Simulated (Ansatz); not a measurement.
# ZnO: energy and pressure over a range of volumes

An exercise on one series of results from a longer session: the logs are not shown, and one member is left open.

Computed with Ansatz 0.2.0 (DFT LDA, scalar-relativistic, unless a step's input says otherwise).

## The system as given

Symmetry: P6_3mc, No. 186, hexagonal system. Conventional cell: a = 3.249 Å, b = 3.249 Å, c = 5.204 Å, α = 90.00°, β = 90.00°, γ = 120.00°. Zn (site symmetry 3m) is surrounded by 4 O at 1.97 to 1.99 Å. O (site symmetry 3m) has 4 Zn at 1.97 to 1.99 Å in its first shell of neighbours.

Structure file:

```cif
data_structure
_symmetry_space_group_name_H-M 'P 1'
_symmetry_Int_Tables_number 1
_cell_length_a 3.2494
_cell_length_b 3.2494
_cell_length_c 5.2038
_cell_angle_alpha 90.000
_cell_angle_beta 90.000
_cell_angle_gamma 120.000
_cell_volume 47.58
loop_
_atom_site_label
_atom_site_type_symbol
_atom_site_fract_x
_atom_site_fract_y
_atom_site_fract_z
_atom_site_occupancy
Zn1 Zn 0.33333 0.66667 0.00000 1
Zn2 Zn 0.66667 0.33333 0.50000 1
O1 O 0.33333 0.66667 0.38210 1
O2 O 0.66667 0.33333 0.88210 1
```

Atoms are numbered in the order of the input: Zn1, Zn2, O3, O4.

Set-up of the first run:

The input, input.yaml:

```yaml
crystal:
  lattice:
    - [3.2054825469, 0.0, 0.0]
    - [-1.6027412734, 2.776029317, 0.0]
    - [0.0, 0.0, 5.133469757]
  atoms:
    - { symbol: Zn, position: [0.3333333333, 0.6666666667, 0.0] }
    - { symbol: Zn, position: [0.6666666667, 0.3333333333, 0.5] }
    - { symbol: O, position: [0.3333333333, 0.6666666667, 0.3821] }
    - { symbol: O, position: [0.6666666667, 0.3333333333, 0.8821] }
kpoints:
  mp_grid: { grid: [8, 8, 5] }
  band_path:
    path:
      - [0.0, 0.0, 0.0]
      - [0.5, 0.0, 0.0]
      - [0.3333333333, 0.3333333333, 0.0]
      - [0.0, 0.0, 0.0]
      - [0.0, 0.0, 0.5]
      - [0.5, 0.0, 0.5]
      - [0.3333333333, 0.3333333333, 0.5]
      - [0.0, 0.0, 0.5]
      - [0.5, 0.0, 0.5]
    npoints: 5
scf:
  occupations: { method: fermi_dirac, width: 0.01 }
hamiltonian:
  xc: lda
  pseudopotentials: { kind: all_electron, lapw: { basis_error: 0.0005 } }
output:
  forces: true
  stress: true
  eigenvalues: true
```

Launch:

```sh
> ansatz run input.yaml --threads 1 --pin off --max-ram 4096MiB --backend cpu --events-out ev --progress --plain --runs-dir out
```

Among the steps run: Volume × 0.96, LAPW; Volume × 0.96, PAW; Volume × 0.96, crystal datasets; Volume × 0.99, LAPW; Volume × 0.99, PAW; Volume × 0.99, crystal datasets; Volume × 1.02, LAPW; Volume × 1.02, PAW; Volume × 1.02, crystal datasets; Volume × 1.06, LAPW; Volume × 1.06, PAW; Volume × 1.06, crystal datasets.

One of the session's tables, all rows but one given; the rest of the session is left out.

It belongs to the step «The equation of state». 

```
          method  volume (Å³/atom)  pressure (GPa)  gap on the k mesh (eV)  largest force (eV/Å)
            LAPW            11.420           -1.21                    0.81                 0.042
            LAPW            11.777           -5.70                    0.76                 0.041
            LAPW            12.134           -9.48                    0.71                 0.040
            LAPW            12.610          -13.60                    0.65                 0.039
             PAW            11.420           -1.26                    0.80                 0.041
             PAW            11.777               ?                       ?                     ?
             PAW            12.134           -9.48                    0.70                 0.039
             PAW            12.610          -13.60                    0.64                 0.038
crystal datasets            11.420           -1.21                    0.81                 0.042
crystal datasets            11.777           -5.70                    0.76                 0.041
crystal datasets            12.134           -9.48                    0.71                 0.040
crystal datasets            12.610          -13.60                    0.65                 0.039
```

Estimate the missing values for PAW, 11.777.

The run gave: pressure (GPa): -5.73; gap on the k mesh (eV): 0.75; largest force (eV/Å): 0.040. In the column «pressure (GPa)» it lies between crystal datasets, 12.134 (-9.48) and LAPW, 11.777 (-5.70).

Limits of these values: Warnings in the runs' records: crystal datasets made.
